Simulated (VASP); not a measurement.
# Shielding tensors and field gradients of BAs

Aim: NMR shielding tensors and field gradients of BAs. The cell is of the zinc-blende type, one of the forms listed for this formula, which need not be the common one. The start is a cell from a database of measured crystal structures.

Calculated with VASP 6.6.1; PBE; plane waves and PAW (As, B), in the first sound run; inputs show where later runs differ.

**1. Starting point**

It takes space group F-43m (No. 216, cubic). Conventional cell: a = 4.777 Å, b = 4.777 Å, c = 4.777 Å, α = 90.00°, β = 90.00°, γ = 90.00°. Nearest to As lie 4 B at 2.07 Å. Nearest to B lie 4 As at 2.07 Å. Farther neighbours are not listed.

Coordinates:

```xyz
2
Lattice="0.0000 2.3885 2.3885 2.3885 0.0000 2.3885 2.3885 2.3885 0.0000" Properties=species:S:1:pos:R:3 pbc="T T T"
As    3.5827    3.5827    3.5827
B     0.0000    0.0000    0.0000
```

**2. Ground state**

A ground-state run shows first whether the cell has a gap, which the next steps need; its size sets how fine their mesh has to be.

Contents of INCAR:

```
SYSTEM = BAs
PREC = Accurate
ENCUT = 420
EDIFF = 1E-07
NELM = 100
ISMEAR = 0
SIGMA = 0.01
LREAL = .FALSE.
ALGO = Normal
GGA = PE
NBANDS = 10
LORBIT = 11
LWAVE = .FALSE.
LCHARG = .FALSE.
KPAR = 2
```

Contents of POSCAR:

```
BAs
1.0
    0.0000000000      2.3885000000      2.3885000000
    2.3885000000      0.0000000000      2.3885000000
    2.3885000000      2.3885000000      0.0000000000
As B
1 1
Direct
    0.7500000000      0.7500000000      0.7500000000
    0.0000000000      0.0000000000      0.0000000000
```

Contents of KPOINTS:

```
Automatic mesh
0
Gamma
7 7 7
0 0 0
```

PAW data sets: As and B (PBE family, release 64).

Launch:

```bash
mpirun -np 2 vasp_std
```

What it wrote:

```text
[banner, memory and clock lines left out]
running    2 mpi-ranks, on    1 nodes
 distrk:  each k-point on    1 cores,    2 groups
 distr:  one band on    1 cores,    1 groups

 POSCAR found type information on POSCAR AsB
 POSCAR found :  2 types and       2 ions
 LDA part: xc-table for (Slater+PW92), standard interpolation
 POSCAR, INCAR and KPOINTS ok, starting setup
 FFT: planning ... GRIDC
 FFT: planning ... GRID_SOFT
 FFT: planning ... GRID
 WAVECAR not read
 entering main loop
       N       E                     dE             d eps       ncg     rms          rms(c)
DAV:   1     0.109134054339E+02    0.10913E+02   -0.34538E+03   400   0.607E+02
DAV:   2    -0.114141523364E+02   -0.22328E+02   -0.21296E+02   580   0.972E+01
DAV:   3    -0.120388267295E+02   -0.62467E+00   -0.62354E+00   468   0.162E+01
DAV:   4    -0.120405110863E+02   -0.16844E-02   -0.16842E-02   486   0.950E-01
DAV:   5    -0.120405137666E+02   -0.26803E-05   -0.26805E-05   462   0.372E-02    0.494E+00
DAV:   6    -0.114620449080E+02    0.57847E+00   -0.16525E+00   424   0.559E+00    0.240E+00
DAV:   7    -0.114026680885E+02    0.59377E-01   -0.19573E-01   472   0.231E+00    0.980E-01
DAV:   8    -0.113958758485E+02    0.67922E-02   -0.21106E-02   438   0.863E-01    0.100E-01
DAV:   9    -0.113961748192E+02   -0.29897E-03   -0.72101E-04   448   0.168E-01    0.594E-02
DAV:  10    -0.113963430397E+02   -0.16822E-03   -0.22268E-04   440   0.960E-02    0.137E-02
DAV:  11    -0.113963486031E+02   -0.55633E-05   -0.60835E-06   482   0.175E-02    0.116E-02
DAV:  12    -0.113963485020E+02    0.10103E-06   -0.29153E-06   444   0.978E-03    0.347E-03
DAV:  13    -0.113963485641E+02   -0.62077E-07   -0.87982E-08   366   0.207E-03
   1 F= -.11396349E+02 E0= -.11396349E+02  d E =-.264713E-17
```

Wall time 4 s (2 MPI ranks of AMD EPYC 7R43, shared host); peak memory 0.2 GiB.

Lines that name or quote the potential files are left out of all logs, and their timing lines are given in words.

From OUTCAR (step 2):

```text
ion  position               nearest neighbor table
   1  0.750  0.750  0.750-   2 2.07   2 2.07   2 2.07   2 2.07
   2  0.000  0.000  0.000-   1 2.07   1 2.07   1 2.07   1 2.07

  LATTYP: Found a face centered cubic cell.
 ALAT       =     4.7770000000

 Subroutine GETGRP returns: Found 24 space group operations
 (whereof 24 operations were pure point group operations)

The static configuration has the point symmetry T_d .

 Found     20 irreducible k-points:

   k-points           NKPTS =     20   k-points in BZ     NKDIM =     20   number of bands    NBANDS=     10

   dimension x,y,z NGX =    24 NGY =   24 NGZ =   24
   dimension x,y,z NGXF=    48 NGYF=   48 NGZF=   48

   ENCUT  =  420.0 eV  30.87 Ry    5.56 a.u.   5.64  5.64  5.64*2*pi/ulx,y,z

   NELECT =       8.0000    total number of electrons

 k-points in reciprocal lattice and weights: Automatic mesh
   0.00000000  0.00000000  0.00000000       0.003
   0.14285714  0.00000000  0.00000000       0.023
   0.28571429  0.00000000  0.00000000       0.023
   0.42857143  0.00000000  0.00000000       0.023
   0.14285714  0.14285714  0.00000000       0.017
   0.28571429  0.14285714  0.00000000       0.070
   0.42857143  0.14285714  0.00000000       0.070
  -0.42857143  0.14285714  0.00000000       0.070
  -0.28571429  0.14285714  0.00000000       0.070
[...]
-0.42857143  0.42857143  0.14285714       0.070
  -0.28571429  0.42857143  0.14285714       0.070

 average (electrostatic) potential at core
       1 -48.7680       2 -26.7816

 E-fermi :   6.1864

 k-point     1 :       0.0000    0.0000    0.0000
  band No.  band energies     occupation
      1      -9.2737      2.00000
      2       6.1311      2.00000
      3       6.1311      2.00000
      4       6.1311      2.00000
      5       9.4006      0.00000
      6       9.4006      0.00000
      7       9.4006      0.00000
      8      10.8154      0.00000
      9      15.7116      0.00000
    ...

 k-point     2 :       0.1429    0.0000    0.0000
  band No.  band energies     occupation
      1      -8.9399      2.00000
      2       3.7426      2.00000
      3       5.5888      2.00000
      4       5.5888      2.00000
      5       9.4860      0.00000
      6      10.1116      0.00000
      7      10.1116      0.00000
      8      12.3839      0.00000
      9      16.8774      0.00000
    ...

 k-point     3 :       0.2857    0.0000    0.0000
  band No.  band energies     occupation
      1      -7.9811      2.00000
      2       0.3855      2.00000
      3       4.8080      2.00000
      4       4.8080      2.00000
      5       9.0987      0.00000
      6      10.8893      0.00000
      7      10.8893      0.00000
      8      14.4409      0.00000
      9      17.4461      0.00000
    ...

  Total        0.5931071      0.5931071      0.5931071     -0.0000000     -0.0000000      0.0000000
  in kB       34.8688788     34.8688788     34.8688788     -0.0000000     -0.0000000      0.0000000
  external PRESSURE =      34.8688788 kB  Pullay stress =       0.0000000 kB

  energy-cutoff  :      420.00
  volume of cell :       27.25
      direct lattice vectors                 reciprocal lattice vectors
     0.000000000  2.388500000  2.388500000    -0.209336404  0.209336404  0.209336404
     2.388500000  0.000000000  2.388500000     0.209336404 -0.209336404  0.209336404
     2.388500000  2.388500000  0.000000000     0.209336404  0.209336404 -0.209336404

 POSITION                                       TOTAL-FORCE (eV/Angst)
 -----------------------------------------------------------------------------------
      3.58275      3.58275      3.58275         0.000000     -0.000000     -0.000000
      0.00000      0.00000      0.00000        -0.000000      0.000000      0.000000
 -----------------------------------------------------------------------------------
    total drift:                               -0.000000     -0.000000     -0.000000

  FREE ENERGIE OF THE ION-ELECTRON SYSTEM (eV)
  ---------------------------------------------------
  free  energy   TOTEN  =       -11.3963485641 eV

  energy  without entropy=      -11.3963485641  energy(sigma->0) =      -11.39634856

 total charge
# of ion       s       p       d       tot
------------------------------------------
    1        1.172   1.664   0.088   2.924
    2        0.659   1.181   0.000   1.840
--------------------------------------------------
tot          1.831   2.845   0.088   4.764

[... 3 further parts left out ...]
```

The gap is read on the k-mesh alone, so it is an upper bound where the band edges lie off the mesh.

Numbers from this step:

* free energy (TOTEN): -11.40 eV
* Fermi energy: 6.186 eV
* pressure: 3.487 GPa
* gap on the k-mesh: 1.192 eV
* least direct gap on the k-mesh: 3.270 eV

The cell has a gap of 1.19 eV on this mesh and a pressure of +3.5 GPa, which holds the misfit of the given cell and coordinates with this functional, and any error of cutoff, mesh and data sets. Spin-orbit coupling is left out, which can shift or reorder these edges.

[end of part 1 of 3]

[Lines on the potential files, build, host, timing and source positions are cut from VASP's logs without a mark.]

[Logs are printed without paths, hosts, clocks, repeated set-up lines and the standing remarks that a program may print on its own settings, such as how far it seeks lower states.]

[Hosts, paths, dates, database ids (printed as entryN), source tags and the programs' standing remarks are cut or masked in the printed files.]
